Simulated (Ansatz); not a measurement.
Set up this calculation in Ansatz 0.2.0, as the native input.

- Task: single point
- Functional: r2SCANh
- Potentials or basis: Ansatz PAW
- Cutoff: 500 eV (not typed: the program's choice for these potentials)
- k mesh: 6 × 6 × 4
- Occupations: fermi-dirac, width 0.05 eV
- Spin: collinear spin, ferromagnetic start
- Starting moments: [2.0, 2.0] μB

Co:

```
Co
1.0
     2.47200    0.00000    0.00000
    -1.23600    2.14081    0.00000
     0.00000    0.00000    4.02114
Co
2
Cartesian
  1.2360 0.7136 3.0159
  0.0000 1.4272 1.0053
```

One way to write it, as run:

input.yaml

```yaml
crystal:
  lattice:
    - [2.4719999032, 0.0, 0.0]
    - [-1.2359999516, 2.1408147143, 0.0]
    - [0.0, 0.0, 4.02114408]
  atoms:
    - { symbol: Co, position: [0.6666666667, 0.3333333333, 0.75], spin: 2.0 }
    - { symbol: Co, position: [0.3333333333, 0.6666666667, 0.25], spin: 2.0 }
hamiltonian:
  xc: r2scanh
  pseudopotentials: { kind: paw }
magnetization:
  spin_polarized: true
kpoints:
  mp_grid: { grid: [6, 6, 4] }
scf:
  occupations: { method: fermi_dirac, width: 0.05 }
output:
  forces: true
  stress: true
  eigenvalues: true
```

Potentials or basis: Ansatz PAW.

Launch:

```sh
$ ansatz run input.yaml --threads 2 --pin off --max-ram 5632MiB --backend cpu --events-out ev --progress --plain --runs-dir out
```

Results of the run:

| Property | Result |
| --- | --- |
| Pressure | -1.9 GPa |
| Band gap on the k mesh | none (metal or under the smearing width) |
| Net moment | 3.53 μB per cell |
| Absolute moment | 4.46 μB per cell |
| Site moments | Co +1.96 μB |

Caveat: the k mesh is coarse (spacing up to 0.49 Å⁻¹), so the values aren't converged, least of all with exact exchange; the magnetic or orbital state may not be the lowest; the pressure holds a Pulay correction of +0.3 GPa for the finite cutoff; the PAW data sets come from PBE, with cores solved anew for the run's functional, which leaves a small shift of forces and pressure; the thresholds are loose for stress.

It took 45 s on 2 threads of Intel(R) Xeon(R) Processor @ 2.70GHz, with other jobs on the host, peak memory 0.79 GiB.
